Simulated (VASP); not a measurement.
# InP (Fm-3m) in VASP: a series of runs

Runs on InP. Level: PBE. Tasks: density of states, electric field gradients, core levels, phonons, elastic constants.

All numbers are computed with VASP 6.6.1; they aren't measurements. Logs are shortened: lines on timing, memory, paths and dates and some standing lists are left out, and cuts for length are marked.

**1. The structure**

Symmetry: Fm-3m, No. 225, cubic system. The conventional cell has a = 5.538 Å, b = 5.538 Å, c = 5.538 Å, α = 90.00°, β = 90.00°, γ = 90.00°. In (site symmetry m-3m) is surrounded by 6 P at 2.77 Å. Around P (site symmetry m-3m) lie 6 In at 2.77 Å.

Measurements of this composition are mostly on another form, of space group No. 216.

**2. Density of states, PBE**

Input file POSCAR:

```
InP
1.0
    0.0000000000      2.7688340000      2.7688340000
    2.7688340000      0.0000000000      2.7688340000
    2.7688340000      2.7688340000      0.0000000000
In P
1 1
Direct
    0.0000000000      0.0000000000      0.0000000000
    0.5000000000      0.5000000000      0.5000000000
```

Input file INCAR.step1:

```
  PREC = Accurate
  ENCUT = 520
  EDIFF = 1E-6
  ISMEAR = 0
  SIGMA = 0.02
  LREAL = F
  LASPH = T
  NELM = 80
  ALGO = Normal
  ISIF = 2
  LWAVE = F
  LCHARG = T
  GGA = PE
  NBANDS = 16
```

Input file KPOINTS.step1:

```
regular mesh
0
Gamma
  8 8 8
```

Input file INCAR.step2:

```
  PREC = Accurate
  ENCUT = 520
  EDIFF = 1E-6
  ISMEAR = -5
  SIGMA = 0.02
  LREAL = F
  LASPH = T
  NELM = 80
  ALGO = Normal
  ISIF = 2
  LWAVE = F
  LCHARG = F
  GGA = PE
  LORBIT = 11
  NBANDS = 16
  NEDOS = 2001
  ICHARG = 11
```

Input file KPOINTS.step2:

```
regular mesh
0
Gamma
  12 12 12
```

Potentials or basis: VASP PAW PBE potentials, release 64 (In_d, P).

The run is started by

```console
> cat potpaw_PBE.64/In_d/POTCAR potpaw_PBE.64/P/POTCAR > POTCAR
> cp INCAR.step1 INCAR
> cp KPOINTS.step1 KPOINTS
> mpirun -np 1 vasp_std > vasp.out
> cp INCAR.step2 INCAR
> cp KPOINTS.step2 KPOINTS
> mpirun -np 1 vasp_std > vasp.out
```

OUTCAR:

```text
PREC = Accurate
   ENCUT = 520
   EDIFF = 1E-6
   ISMEAR = -5
   LREAL = F
   LASPH = T
   NELM = 80
   ISIF = 2
   GGA = PE
   LORBIT = 11
   ICHARG = 11

 ion  position               nearest neighbor table
   1  0.000  0.000  0.000-   2 2.77   2 2.77   2 2.77   2 2.77   2 2.77   2 2.77
   2  0.500  0.500  0.500-   1 2.77   1 2.77   1 2.77   1 2.77   1 2.77   1 2.77

  LATTYP: Found a face centered cubic cell.
 ALAT       =     5.5376680000

  Lattice vectors:

 A1 = (   0.0000000000,   2.7688340000,   2.7688340000)
 A2 = (   2.7688340000,   0.0000000000,   2.7688340000)
 A3 = (   2.7688340000,   2.7688340000,   0.0000000000)

Analysis of symmetry for initial positions (statically):
=====================================================================
 Subroutine PRICEL returns:
 Original cell was already a primitive cell.

 Routine SETGRP: Setting up the symmetry group for a
 face centered cubic supercell.

 Subroutine GETGRP returns: Found 48 space group operations
 (whereof 48 operations were pure point group operations)
 out of a pool of 48 trial point group operations.

The static configuration has the point symmetry O_h .

Analysis of symmetry for dynamics (positions and initial velocities):
=====================================================================
 Subroutine PRICEL returns:
 Original cell was already a primitive cell.

 Routine SETGRP: Setting up the symmetry group for a
 face centered cubic supercell.

 Subroutine GETGRP returns: Found 48 space group operations
 (whereof 48 operations were pure point group operations)
 out of a pool of 48 trial point group operations.

The dynamic configuration has the point symmetry O_h .

 Subroutine INISYM returns: Found 48 space group operations
 (whereof 48 operations are pure point group operations),
 and found     1 'primitive' translations

----------------------------------------------------------------------------------------

                                     Primitive cell

  volume of cell :      42.4542

  direct lattice vectors                    reciprocal lattice vectors
     0.000000000  2.768834000  2.768834000    -0.180581429  0.180581429  0.180581429
     2.768834000  0.000000000  2.768834000     0.180581429 -0.180581429  0.180581429
     2.768834000  2.768834000  0.000000000     0.180581429  0.180581429 -0.180581429

  length of vectors
     3.915722595  3.915722595  3.915722595     0.312776210  0.312776210  0.312776210

  position of ions in fractional coordinates (direct lattice)
     0.000000000  0.000000000  0.000000000
     0.500000000  0.500000000  0.500000000

  ion indices of the primitive-cell ions
   primitive index   ion index
                 1           1
                 2           2

----------------------------------------------------------------------------------------

 KPOINTS: regular mesh

Automatic generation of k-mesh.
 Grid dimensions read from file:
 generate k-points for:   12   12   12

 Generating k-lattice:

  Cartesian coordinates                     Fractional coordinates (reciprocal lattice)
    -0.015048452  0.015048452  0.015048452     0.083333333  0.000000000  0.000000000
     0.015048452 -0.015048452  0.015048452     0.000000000  0.083333333  0.000000000
     0.015048452  0.015048452 -0.015048452     0.000000000  0.000000000  0.083333333

  Length of vectors
     0.026064684  0.026064684  0.026064684

  Shift w.r.t. Gamma in fractional coordinates (k-lattice)
     0.000000000  0.000000000  0.000000000

 TETIRR: Found    247 inequivalent tetrahedra from    10368

 Subroutine IBZKPT returns following result:
 ===========================================

 Found     72 irreducible k-points:

 Following reciprocal coordinates:
            Coordinates               Weight
  0.000000  0.000000  0.000000      1.000000
  0.083333  0.000000  0.000000      8.000000
  0.166667  0.000000  0.000000      8.000000
  0.250000  0.000000  0.000000      8.000000
  0.333333  0.000000  0.000000      8.000000
  0.416667  0.000000  0.000000      8.000000
[... 16 lines left out ...]
  0.500000  0.166667  0.000000     24.000000
 -0.416667  0.166667  0.000000     24.000000
 [... further k-points ...]
   k-points           NKPTS =     72   k-points in BZ     NKDIM =     72   number of bands    NBANDS=     16
   number of dos      NEDOS =   2001   number of ions     NIONS =      2
   total plane-waves  NPLWV =  27000
   dimension x,y,z NGX =    30 NGY =   30 NGZ =   30
   dimension x,y,z NGXF=    60 NGYF=   60 NGZF=   60
   ions per type =               1   1
   NGX,Y,Z   is equivalent  to a cutoff of  12.74, 12.74, 12.74 a.u.
   NGXF,Y,Z  is equivalent  to a cutoff of  25.47, 25.47, 25.47 a.u.
 SYSTEM =  unknown system
   PREC   = accura    normal or accurate (medium, high low for compatibility)
   ISTART =      0    job   : 0-new  1-cont  2-samecut
   ICHARG =     11    charge: 1-file 2-atom 10-const
   ISPIN  =      1    spin polarized calculation?
   LNONCOLLINEAR =      F non collinear calculations
   LSORBIT =      F    spin-orbit coupling
   LASPH  =      T    aspherical Exc in radial PAW
   ENCUT  =  520.0 eV  38.22 Ry    6.18 a.u.   7.28  7.28  7.28*2*pi/ulx,y,z
   NELM   =     80;   NELMIN=  2; NELMDL=  0     # of ELM steps
   EDIFF  = 0.1E-05   stopping-criterion for ELM
   LREAL  =      F    real-space projection
   EDIFFG = 0.1E-04   stopping-criterion for IOM
   NSW    =      0    number of steps for IOM
   IBRION =     -1    ionic relax: 0-MD 1-quasi-New 2-CG
   NFREE  =      0    steps in history (QN), initial steepest desc. (CG)
   ISIF   =      2    stress and relaxation
   ISYM   =      2    0-nonsym 1-usesym 2-fastsym
   POTIM  = 0.5000    time-step for ionic-motion
   TEBEG  =    0.0;   TEEND  =   0.0 temperature during run
   PSTRESS=    0.0 pullay stress
   NELECT =      18.0000    total number of electrons
   NUPDOWN=      -1.0000    fix difference up-down
   EMIN   =  10.00;   EMAX   =-10.00  energy-range for DOS
   EFERMI =   0.00;   METHOD = LEGACY
   ISMEAR =    -5;   SIGMA  =   0.02  broadening in eV -4-tet -1-fermi 0-gaus
   EFERMI_NEDOS =   21; number of points for ismear=-14 and -15
   IALGO  =     38    algorithm
   IMIX   =      4    mixing-type and parameters
     AMIX     =   0.40;   BMIX     =  1.00
     AMIX_MAG =   1.60;   BMIX_MAG =  1.00
  volume/ion in A,a.u.               =      21.23       143.25
  Fermi-wavevector in a.u.,A,eV,Ry     =   1.229869  2.324115 20.579860  1.512577
  Thomas-Fermi vector in A             =   2.364739
   LORBIT       =     11    0 simple, 1 ext, 2 COOP (PROOUT), +10 PAW based schemes
   GGA     = PE    functional components
   LHFCALC =     F    Hartree Fock is set to
   AEXX    =    0.0000 exact exchange contribution
   IVDW    =     0    specifies the selected vdW correction
   LEPSILON=     F    determine dielectric tensor
   LRPA    =     F    only Hartree local field effects (RPA)
 non-spin polarized calculation
 Fermi weights with tetrahedron method with Bloechl corrections
  energy-cutoff  :      520.00
  volume of cell :       42.45
 maximum number of plane-waves:      1162
 NGX is ok and might be reduce to    30

 number of electron      18.0000009 magnetization

 Free energy of the ion-electron system (eV)
  ---------------------------------------------------
  ext. energy  EPLUGINS =         0.00000000
  ---------------------------------------------------
  free energy    TOTEN  =        -7.91684081 eV

  energy without entropy =       -7.91684081  energy(sigma->0) =       -7.91684081

 E-fermi :   7.0069     XC(G=0): -10.3950

 val. band max:        7.2037683746   @ k =   0.5000   0.0000   0.0000
 cond. band min:       7.0306453565   @ k =   0.4167   0.3333   0.0833
 fundamental gap:     -0.1731230180
 Fermi energy:         7.0068940919

 k-point     1 :       0.0000    0.0000    0.0000
  band No.  band energies     occupation
      1      -7.2133      2.00000
      2      -7.2133      2.00000
      3      -7.1908      2.00000
      4      -7.1908      2.00000
      5      -7.1908      2.00000
      6      -4.9589      2.00000
[... 8 lines left out ...]
     15      15.5085      0.00000
     16      15.5085      0.00000

 k-point     2 :       0.0833    0.0000    0.0000
  band No.  band energies     occupation
      1      -7.2163      2.00000
      2      -7.2163      2.00000
      3      -7.1909      2.00000
      4      -7.1864      2.00000
      5      -7.1864      2.00000
      6      -4.8722      2.00000
[... 8 lines left out ...]
     15      14.8803      0.00000
     16      15.4941      0.00000

 k-point     3 :       0.1667    0.0000    0.0000
  band No.  band energies     occupation
      1      -7.2268      2.00000
      2      -7.2268      2.00000
      3      -7.1918      2.00000
      4      -7.1723      2.00000
      5      -7.1723      2.00000
      6      -4.6154      2.00000
[... 8 lines left out ...]
     15      15.0480      0.00000
     16      15.3296      0.00000

 k-point     4 :       0.2500    0.0000    0.0000
  band No.  band energies     occupation
      1      -7.2424      2.00000
      2      -7.2424      2.00000
      3      -7.1941      2.00000
      4      -7.1516      2.00000
      5      -7.1516      2.00000
      6      -4.2026      2.00000
[... 8 lines left out ...]
     15      15.7569      0.00000
     16      15.7569      0.00000

 k-point     5 :       0.3333    0.0000    0.0000
  band No.  band energies     occupation
      1      -7.2582      2.00000
      2      -7.2582      2.00000
      3      -7.1973      2.00000
      4      -7.1305      2.00000
      5      -7.1305      2.00000
      6      -3.6733      2.00000
[... 8 lines left out ...]
     15      16.7126      0.00000
     16      16.7126      0.00000

 k-point     6 :       0.4167    0.0000    0.0000
  band No.  band energies     occupation
      1      -7.2698      2.00000
      2      -7.2698      2.00000
      3      -7.2002      2.00000
      4      -7.1149      2.00000
      5      -7.1149      2.00000
      6      -3.1379      2.00000
[... 8 lines left out ...]
     15      17.7487      0.00000
     16      17.7487      0.00000
[... 267 lines left out ...]
 k-point    21 :       0.3333    0.1667    0.0000
  band No.  band energies     occupation
      1      -7.3177      2.00000
      2      -7.2157      2.00000
      3      -7.2052      2.00000
      4      -7.1426      2.00000
      5      -7.1253      2.00000
      6      -3.6918      2.00000
[... 8 lines left out ...]
     15      17.7651      0.00000
     16      17.9265      0.00000

 k-point    22 :       0.4167    0.1667    0.0000
  band No.  band energies     occupation
      1      -7.3316      2.00000
      2      -7.2311      2.00000
      3      -7.1984      2.00000
      4      -7.1359      2.00000
      5      -7.1096      2.00000
      6      -3.1444      2.00000
[... 8 lines left out ...]
     15      18.5603      0.00000
     16      18.7578      0.00000

 k-point    23 :       0.5000    0.1667    0.0000
  band No.  band energies     occupation
      1      -7.3330      2.00000
      2      -7.2452      2.00000
      3      -7.1905      2.00000
      4      -7.1321      2.00000
      5      -7.1042      2.00000
      6      -2.6738      2.00000
[... 8 lines left out ...]
     15      18.6186      0.00000
     16      19.5846      0.00000

 k-point    24 :      -0.4167    0.1667    0.0000
  band No.  band energies     occupation
      1      -7.3218      2.00000
      2      -7.2548      2.00000
      3      -7.1848      2.00000
      4      -7.1309      2.00000
      5      -7.1100      2.00000
      6      -2.5962      2.00000
[... 8 lines left out ...]
     15      17.6077      0.00000
     16      18.6689      0.00000

 [... further k-points ...]

------------------------ aborting loop because EDIFF is reached ----------------------------------------

  FORCE on cell =-STRESS in cart. coord.  units (eV):
  Direction    XX          YY          ZZ          XY          YZ          ZX
  --------------------------------------------------------------------------------------
  -------------------------------------------------------------------------------------
  Total        0.2091739      0.2091739      0.2091739      0.0000000      0.0000000     -0.0000000
  in kB        7.8940045      7.8940045      7.8940045      0.0000000      0.0000000     -0.0000000
  external PRESSURE =       7.8940045 kB  Pullay stress =       0.0000000 kB

 VOLUME and BASIS-vectors are now :
 -----------------------------------------------------------------------------
  energy-cutoff  :      520.00
  volume of cell :       42.45
      direct lattice vectors                 reciprocal lattice vectors
     0.000000000  2.768834000  2.768834000    -0.180581429  0.180581429  0.180581429
     2.768834000  0.000000000  2.768834000     0.180581429 -0.180581429  0.180581429
     2.768834000  2.768834000  0.000000000     0.180581429  0.180581429 -0.180581429

 POSITION                                       TOTAL-FORCE (eV/Angst)
 -----------------------------------------------------------------------------------
      0.00000      0.00000      0.00000        -0.000000      0.000000      0.000000
      2.76883      2.76883      2.76883         0.000000      0.000000     -0.000000
 -----------------------------------------------------------------------------------
    total drift:                               -0.000000      0.000000      0.000000

  FREE ENERGIE OF THE ION-ELECTRON SYSTEM (eV)
  ---------------------------------------------------
  free  energy   TOTEN  =        -7.9168408081 eV

  energy  without entropy=       -7.9168408081  energy(sigma->0) =       -7.91684081

 total charge

# of ion       s       p       d       tot
------------------------------------------
    1        0.837   0.586   9.899  11.323
    2        1.069   1.400   0.000   2.469
--------------------------------------------------
tot          1.906   1.986   9.899  13.792
```

It took 56 s on 1 thread of Intel Xeon Platinum 8559C (Emerald Rapids), shared host; peak memory 0.18 GiB.

What came out:

```yaml
Valence_electrons_inside_the_program's_atomic_spheres: In 11.32; P 2.47
```

Levels at points of the mesh, in eV from the Fermi level:
| k point | band 5 | band 6 | band 7 | band 8 | band 9 | band 10 | band 11 | band 12 | band 13 | band 14 |
| --- | --- | --- | --- | --- | --- | --- | --- | --- | --- | --- |
| (0.00, 0.00, 0.00) | -14.20 | -11.97 | -0.23 | -0.23 | -0.23 | 0.56 | 7.14 | 7.14 | 7.14 | 8.50 |
| (0.50, 0.00, 0.00) | -14.12 | -9.88 | -6.60 | 0.20 | 0.20 | 2.53 | 3.44 | 3.44 | 5.23 | 11.15 |
| (0.50, 0.50, 0.00) | -14.09 | -8.79 | -4.90 | -2.48 | -2.29 | -2.29 | 3.88 | 9.91 | 9.91 | 10.21 |

States per cell in windows of 1 eV (zero at the Fermi level; states under -8 eV left out):
| from (eV) | total | P2_p | In1_p | In1_s | P2_s | In1_d | P2_d |
| --- | --- | --- | --- | --- | --- | --- | --- |
| -8.0 | 0.00 | 0.00 | 0.00 | 0.00 | 0.00 | 0.00 | 0.00 |
| -7.0 | 0.17 | 0.02 | 0.00 | 0.06 | 0.00 | 0.00 | 0.00 |
| -6.0 | 0.92 | 0.12 | 0.02 | 0.30 | 0.04 | 0.01 | 0.00 |
| -5.0 | 0.69 | 0.10 | 0.04 | 0.15 | 0.05 | 0.01 | 0.00 |
| -4.0 | 0.73 | 0.14 | 0.08 | 0.08 | 0.03 | 0.01 | 0.00 |
| -3.0 | 1.03 | 0.25 | 0.13 | 0.05 | 0.02 | 0.02 | 0.00 |
| -2.0 | 1.25 | 0.35 | 0.15 | 0.04 | 0.02 | 0.03 | 0.00 |
| -1.0 | 1.22 | 0.41 | 0.10 | 0.04 | 0.01 | 0.04 | 0.00 |
| 0.0 | 0.47 | 0.12 | 0.04 | 0.07 | 0.01 | 0.01 | 0.00 |
| 1.0 | 0.56 | 0.10 | 0.07 | 0.11 | 0.02 | 0.01 | 0.00 |
| 2.0 | 0.87 | 0.13 | 0.12 | 0.15 | 0.04 | 0.02 | 0.00 |
| 3.0 | 0.49 | 0.04 | 0.12 | 0.02 | 0.03 | 0.01 | 0.00 |
| 4.0 | 1.55 | 0.12 | 0.33 | 0.03 | 0.06 | 0.06 | 0.00 |
| 5.0 | 1.24 | 0.16 | 0.20 | 0.05 | 0.02 | 0.05 | 0.00 |
| 6.0 | 1.48 | 0.24 | 0.22 | 0.06 | 0.02 | 0.06 | 0.00 |
| 7.0 | 1.17 | 0.21 | 0.15 | 0.03 | 0.01 | 0.05 | 0.00 |

Caveat: tetrahedron occupations give inexact forces and stress in metals.

(Continued in part 2 of 3.)
